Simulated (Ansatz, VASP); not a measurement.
**Two plane-wave programs on InAs**

```
In As
1.0
     0.00000    2.85195    2.85195
     2.85195    0.00000    2.85195
     2.85195    2.85195    0.00000
In As
1 1
Direct
  0.50000 0.50000 0.50000
  0.00000 0.00000 0.00000
```

Alike in both runs: functional BLYP; dispersion D3(BJ); k mesh 6 × 6 × 6; occupations fermi-dirac, width 0.1 eV; no spin polarisation.

Ansatz relaxed the structure, and its values are those at the end. VASP's run is a single point on that final structure, the one shown.

```csv
,VASP,Ansatz
version,VASP 6.6.1,Ansatz 0.2.0
potentials or method,"VASP PAW PBE potentials, release 64 (In_d, As)","plane waves, PAW"
plane-wave cutoff (eV),520,420
valence electrons in the cell,18,28
```

|  | VASP | Ansatz | Ansatz less VASP |
| --- | --- | --- | --- |
| pressure (GPa) | 0.2 | 0.0 | -0.21 |
| dispersion energy (meV/atom) | -908.0 | -908.1 | -0.10 |

The two sets of potentials don't hold the same shells in valence.

Caveats: the PAW data sets were made with another functional, which shifts forces and pressure a little (VASP); pairwise dispersion overbinds metals, which lowers pressure and volume.
